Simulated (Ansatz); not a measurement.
Born–Oppenheimer molecular dynamics of a periodic cell of 16 atoms, WC (start crystal WC, start structure P-6m2, volume 1.05 times the crystal's). It goes on from the last frame of an earlier run, with new velocities.

Computed with DFT PBE, scalar-relativistic, plane waves, PAW (Ansatz). Settings: accuracy low, PAW set soft_1, cutoff 420 eV, k mesh 2x2x2, fermi-dirac smearing 0.17 eV, no spin polarisation.

| Quantity | Value |
| --- | --- |
| ensemble | NPT, Langevin |
| time step | 1 fs |
| steps asked | 200 |
| set temperature | 1400 K |
| friction | 0.02 /fs |
| pressure | 20 GPa |
| seed | 705197 |

Frames 2 fs apart, positions in Å.

Velocities at 120.0 fs (Å/ps):

```
W 2.32 0.30 4.45
C 12.02 -10.48 -6.50
W -1.90 -3.43 2.01
C 17.26 -7.19 0.10
W -0.12 1.62 0.38
C 2.19 -3.69 5.24
W -2.21 -0.21 0.04
C -11.80 -7.47 -0.95
W -3.61 -1.17 -0.39
C -9.84 -1.16 8.60
W -1.17 -4.53 0.04
C -2.14 16.44 0.16
W -4.54 -0.39 1.35
C 12.16 4.35 2.25
W 3.61 1.62 -0.21
C -17.62 -2.24 0.56
```

```xyz
16
Lattice="-2.8983 -5.0199 0.0000 4.3474 -2.5100 0.0000 0.0000 0.0000 5.6611" Properties=species:S:1:pos:R:3 time_fs=120.0 energy_less_start_eV=-1.495 T=1134
W 0.086 -5.024 0.255
C 1.623 -4.239 1.700
W 0.095 -5.134 3.078
C 1.542 -4.177 4.469
W -1.361 -2.599 0.172
C -0.046 -1.859 1.702
W -1.360 -2.712 2.982
C 0.069 -1.728 4.340
W 1.515 -2.575 0.212
C 2.935 -1.888 1.621
W 1.625 -2.630 3.044
C 3.088 -1.761 4.437
W 0.136 -0.035 0.281
C -1.383 -4.460 1.671
W 0.112 -0.127 3.136
C -1.463 -4.350 4.439
16
Lattice="-2.9031 -5.0284 0.0000 4.3547 -2.5142 0.0000 0.0000 0.0000 5.6706" Properties=species:S:1:pos:R:3 time_fs=122.0 energy_less_start_eV=-1.565 T=1402
W 0.091 -5.034 0.264
C 1.646 -4.268 1.681
W 0.092 -5.149 3.087
C 1.581 -4.199 4.476
W -1.363 -2.599 0.174
C -0.043 -1.862 1.709
W -1.367 -2.719 2.989
C 0.043 -1.751 4.348
W 1.509 -2.582 0.210
C 2.924 -1.894 1.636
W 1.625 -2.644 3.048
C 3.086 -1.731 4.450
W 0.127 -0.036 0.284
C -1.355 -4.459 1.679
W 0.119 -0.123 3.141
C -1.494 -4.354 4.450
16
Lattice="-2.9082 -5.0372 0.0000 4.3623 -2.5186 0.0000 0.0000 0.0000 5.6805" Properties=species:S:1:pos:R:3 time_fs=124.0 energy_less_start_eV=-1.636 T=1492
W 0.098 -5.045 0.271
C 1.665 -4.296 1.653
W 0.089 -5.166 3.099
C 1.621 -4.228 4.483
W -1.363 -2.600 0.176
C -0.035 -1.860 1.715
W -1.372 -2.726 2.999
C 0.013 -1.780 4.368
W 1.502 -2.589 0.206
C 2.917 -1.892 1.647
W 1.624 -2.658 3.050
C 3.077 -1.693 4.479
W 0.118 -0.039 0.288
C -1.328 -4.447 1.691
W 0.127 -0.119 3.147
C -1.521 -4.350 4.465
16
Lattice="-2.9139 -5.0470 0.0000 4.3708 -2.5235 0.0000 0.0000 0.0000 5.6916" Properties=species:S:1:pos:R:3 time_fs=126.0 energy_less_start_eV=-1.665 T=1527
W 0.103 -5.058 0.276
C 1.677 -4.321 1.628
W 0.087 -5.186 3.111
C 1.659 -4.256 4.494
W -1.364 -2.601 0.178
C -0.014 -1.850 1.712
W -1.377 -2.732 3.009
C -0.017 -1.806 4.399
W 1.497 -2.596 0.204
C 2.911 -1.885 1.662
W 1.623 -2.672 3.050
C 3.068 -1.659 4.512
W 0.109 -0.041 0.292
C -1.307 -4.436 1.701
W 0.135 -0.115 3.153
C -1.540 -4.340 4.486
16
Lattice="-2.9194 -5.0566 0.0000 4.3792 -2.5283 0.0000 0.0000 0.0000 5.7025" Properties=species:S:1:pos:R:3 time_fs=128.0 energy_less_start_eV=-1.665 T=1345
W 0.109 -5.069 0.282
C 1.675 -4.344 1.609
W 0.086 -5.205 3.124
C 1.691 -4.278 4.507
W -1.364 -2.601 0.180
C 0.011 -1.832 1.704
W -1.382 -2.736 3.019
C -0.041 -1.832 4.441
W 1.492 -2.604 0.202
C 2.912 -1.878 1.675
W 1.623 -2.686 3.050
C 3.059 -1.630 4.549
W 0.100 -0.043 0.296
C -1.294 -4.426 1.701
W 0.144 -0.112 3.162
C -1.545 -4.329 4.511
16
Lattice="-2.9243 -5.0651 0.0000 4.3865 -2.5325 0.0000 0.0000 0.0000 5.7120" Properties=species:S:1:pos:R:3 time_fs=130.0 energy_less_start_eV=-1.640 T=1229
W 0.114 -5.079 0.287
C 1.661 -4.362 1.598
W 0.083 -5.222 3.138
C 1.709 -4.293 4.522
W -1.364 -2.601 0.184
C 0.040 -1.812 1.692
W -1.385 -2.739 3.029
C -0.061 -1.858 4.485
W 1.488 -2.615 0.199
C 2.918 -1.866 1.681
W 1.622 -2.698 3.050
C 3.051 -1.614 4.584
W 0.089 -0.044 0.299
C -1.288 -4.415 1.705
W 0.154 -0.109 3.171
C -1.540 -4.320 4.531
16
Lattice="-2.9280 -5.0714 0.0000 4.3919 -2.5357 0.0000 0.0000 0.0000 5.7191" Properties=species:S:1:pos:R:3 time_fs=132.0 energy_less_start_eV=-1.650 T=1151
W 0.116 -5.088 0.293
C 1.633 -4.379 1.593
W 0.081 -5.237 3.150
C 1.713 -4.312 4.538
W -1.363 -2.601 0.186
C 0.068 -1.792 1.676
W -1.388 -2.739 3.037
C -0.068 -1.871 4.526
W 1.485 -2.623 0.196
C 2.933 -1.854 1.689
W 1.621 -2.707 3.048
C 3.038 -1.604 4.610
W 0.079 -0.045 0.303
C -1.288 -4.397 1.710
W 0.163 -0.107 3.177
C -1.526 -4.299 4.550
16
Lattice="-2.9305 -5.0758 0.0000 4.3958 -2.5379 0.0000 0.0000 0.0000 5.7241" Properties=species:S:1:pos:R:3 time_fs=134.0 energy_less_start_eV=-1.683 T=1145
W 0.117 -5.096 0.297
C 1.603 -4.390 1.592
W 0.078 -5.250 3.160
C 1.700 -4.330 4.554
W -1.362 -2.602 0.188
C 0.092 -1.780 1.660
W -1.389 -2.739 3.042
C -0.060 -1.877 4.561
W 1.482 -2.629 0.192
C 2.957 -1.832 1.706
W 1.621 -2.714 3.044
C 3.025 -1.602 4.636
W 0.070 -0.048 0.307
C -1.293 -4.377 1.712
W 0.171 -0.108 3.183
C -1.510 -4.278 4.564
16
Lattice="-2.9326 -5.0795 0.0000 4.3990 -2.5397 0.0000 0.0000 0.0000 5.7282" Properties=species:S:1:pos:R:3 time_fs=136.0 energy_less_start_eV=-1.679 T=1231
W 0.119 -5.103 0.302
C 1.570 -4.404 1.598
W 0.074 -5.263 3.169
C 1.678 -4.343 4.564
W -1.360 -2.602 0.190
C 0.110 -1.773 1.651
W -1.387 -2.738 3.046
C -0.046 -1.876 4.588
W 1.479 -2.633 0.187
C 2.984 -1.802 1.727
W 1.620 -2.719 3.041
C 3.018 -1.601 4.665
W 0.060 -0.050 0.311
C -1.298 -4.353 1.714
W 0.178 -0.109 3.189
C -1.495 -4.258 4.566
16
Lattice="-2.9338 -5.0814 0.0000 4.4006 -2.5407 0.0000 0.0000 0.0000 5.7304" Properties=species:S:1:pos:R:3 time_fs=138.0 energy_less_start_eV=-1.689 T=1263
W 0.120 -5.109 0.308
C 1.543 -4.419 1.609
W 0.072 -5.274 3.177
C 1.645 -4.349 4.566
W -1.357 -2.600 0.191
C 0.125 -1.766 1.646
W -1.382 -2.736 3.051
C -0.025 -1.874 4.615
W 1.476 -2.634 0.182
C 3.021 -1.766 1.751
W 1.619 -2.724 3.036
C 3.014 -1.616 4.686
W 0.051 -0.052 0.313
C -1.305 -4.326 1.714
W 0.184 -0.111 3.194
C -1.477 -4.245 4.570
16
Lattice="-2.9332 -5.0805 0.0000 4.3998 -2.5402 0.0000 0.0000 0.0000 5.7294" Properties=species:S:1:pos:R:3 time_fs=140.0 energy_less_start_eV=-1.659 T=1314
W 0.119 -5.112 0.314
C 1.514 -4.429 1.623
W 0.069 -5.282 3.184
C 1.607 -4.349 4.562
W -1.353 -2.597 0.194
C 0.136 -1.757 1.633
W -1.378 -2.735 3.055
C 0.004 -1.867 4.635
W 1.473 -2.634 0.180
C 3.063 -1.735 1.775
W 1.618 -2.728 3.030
C 3.002 -1.639 4.697
W 0.042 -0.055 0.314
C -1.322 -4.295 1.713
W 0.191 -0.111 3.195
C -1.453 -4.235 4.579
16
Lattice="-2.9322 -5.0787 0.0000 4.3983 -2.5393 0.0000 0.0000 0.0000 5.7273" Properties=species:S:1:pos:R:3 time_fs=142.0 energy_less_start_eV=-1.564 T=1283
W 0.117 -5.116 0.318
C 1.488 -4.438 1.638
W 0.066 -5.286 3.190
C 1.571 -4.343 4.543
W -1.351 -2.594 0.197
C 0.141 -1.756 1.626
W -1.373 -2.734 3.059
C 0.037 -1.858 4.651
W 1.470 -2.631 0.177
C 3.107 -1.714 1.804
W 1.618 -2.731 3.025
C 2.983 -1.666 4.704
W 0.033 -0.057 0.315
C -1.344 -4.263 1.713
W 0.195 -0.108 3.196
C -1.430 -4.233 4.586
```

Of the whole run (200 fs, mean temperature of the second half 1267 K): The conserved energy stayed within 0.35 meV per atom of its start (net change 0.023 meV per atom), so the integration is sound. A run of 0.2 ps of so small a system gives no equilibrium averages. Limits of this set-up: coarse k mesh, low accuracy level. The cell's volume went from 173 to 167 Å³.

The run took 16 min on 1 thread of Arm Neoverse V2, with other jobs on the host, peak memory 0.53 GiB.
